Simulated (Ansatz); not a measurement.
Method: DFT PBE, scalar-relativistic, plane waves, PAW (Ansatz). All cells share a 420 eV cutoff and Γ-centred k meshes spaced at most about 0.3 Å⁻¹ (about 0.25 or finer for metals, 2π included). No spin polarisation.

All energies are static (0 K, no zero-point motion).

Two forms of Mg2O were relaxed alike.

A.

```
CELL_PARAMETERS angstrom
3.04885 0.00000 0.00000
0.00000 3.04885 0.00000
0.00000 0.00000 8.86604
ATOMIC_POSITIONS crystal
Mg 0.50000 0.00000 0.11987
Mg 0.00000 0.50000 0.88013
Mg 0.00000 0.50000 0.37680
Mg 0.50000 0.00000 0.62320
O 0.50000 0.00000 0.88015
O 0.00000 0.50000 0.11985
```

B.

```
CELL_PARAMETERS angstrom
3.09491 0.00000 0.00000
-1.54745 2.68027 0.00000
0.00000 0.00000 5.01243
ATOMIC_POSITIONS crystal
Mg 0.33333 0.66667 0.24724
Mg 0.66667 0.33333 0.75276
O 0.00000 0.00000 0.00000
```

**Question.** Which would you expect to be lower, and how large is the difference?

**Answer.** A is lower, by 23 meV/atom. A has space group P4/nmm (No. 129), 13.7 Å³/atom and no gap on its mesh; B has the anti-cadmium iodide type, space group P-3m1 (No. 164), 13.9 Å³/atom and no gap. Counting O atoms around Mg (those within 1.25 times the shortest such distance or 1.15 times the sum of covalent radii; a slash parts the counts of unlike sites), A has Mg 1/5 and B has Mg 3. Both come from invented guesses. The lowest form computed isn't among them: it has space group P-3m1 (No. 164), 13.8 Å³/atom and lies 49 meV/atom below the best shown.

For metals, differences of a few meV/atom aren't resolved. Cells relaxed within their symmetry can be saddle points. Some structure types and database cells were kept out of the candidates from the start, so a known form may be missing.

The order fits a partial separation into oxide and metal. In A, a two-layer slab of rock-salt-like MgO alternates with a double layer of Mg. One Mg site is almost fully surrounded by oxide, while the other has a single, rather long contact to O and otherwise Mg neighbours. B instead gives every Mg the same one-sided setting, with three O on one side and Mg on the other. Oxygen is octahedrally surrounded in both, so the preference for A probably comes from how the Mg is shared out: one part gains nearly the full Madelung stabilisation of Mg²⁺, and the other holds most of the electrons that O²⁻ can't take up. Those two surplus electrons per formula unit also explain why neither form has a gap; uniform monovalent Mg needn't be assumed. The lower-lying trigonal form shows that A's advantage over B is no general preference for tetragonal stacking. Whether any of these forms would survive against decomposition into Mg and MgO, the expected outcome for this composition, isn't tested by comparing them with each other.
